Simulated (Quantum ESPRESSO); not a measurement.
Input of a Quantum ESPRESSO 7.5 run:

The input run.py:

```python
import numpy as np
from ase.calculators.espresso import Espresso, EspressoProfile
from ase.io import read

atoms = read('C.cif')

input_data = {
    'control': {'calculation': 'scf', 'prefix': 'pwscf', 'outdir': './tmp', 'tprnfor': True, 'tstress': True, 'disk_io': 'low'},
    'system': {'ecutwfc': 36.0, 'ecutrho': 216.0, 'nbnd': 9, 'occupations': 'smearing', 'smearing': 'mp', 'degauss': 0.00999582},
    'electrons': {'conv_thr': 4e-10, 'electron_maxstep': 120, 'mixing_beta': 0.5},
}
pseudopotentials = {'C': 'C.LDA_PW-JTH.UPF'}
profile = EspressoProfile(command='pw.x', pseudo_dir='pseudo')
dft = Espresso(profile=profile, input_data=input_data, pseudopotentials=pseudopotentials, kpts=(13, 13, 13), koffset=(0, 0, 0))
atoms.calc = dft

from ase.optimize import BFGS
from ase.filters import FrechetCellFilter
done = BFGS(FrechetCellFilter(atoms), trajectory='opt.traj').run(fmax=0.02, steps=30)
print('converged', done)
print('cell (A)', np.round(atoms.cell.cellpar(), 5))
print(f'energy {atoms.get_potential_energy():.8f} eV')
print('forces (eV/A)')
print(np.round(atoms.get_forces(), 6))
print('stress (eV/A^3, Voigt)')
print(np.round(atoms.get_stress(), 8))
print(f'Fermi level {dft.get_fermi_level():.4f} eV')
```

The input C.cif:

```cif
data_C
_cell_length_a 2.52206604
_cell_length_b 2.52206604
_cell_length_c 2.52206604
_cell_angle_alpha 60.00000000
_cell_angle_beta 60.00000000
_cell_angle_gamma 60.00000000
_space_group_name_H-M_alt 'P1'
_space_group_name_Hall 'P 1'
_space_group_IT_number 1
loop_
_space_group_symop_operation_xyz
'x,y,z'
loop_
_atom_site_label
_atom_site_type_symbol
_atom_site_symmetry_multiplicity
_atom_site_Wyckoff_symbol
_atom_site_fract_x
_atom_site_fract_y
_atom_site_fract_z
_atom_site_occupancy
C1 C 1 a 0.7500000000 0.7500000000 0.7500000000 1
C2 C 1 a 0.5000000000 0.5000000000 0.5000000000 1
```

Potentials or basis: JTH 2.0 LDA.

Run with:

```console
$ OMP_NUM_THREADS=1 python run.py
```

Question: Predict the band gap on the k mesh.

Answer: 4.18 eV, indirect (least direct gap 5.63 eV).

Caveat: this smearing can shift energies of a crystal with a gap; an odd mesh through Γ misses points on the zone boundary, where band edges often lie.
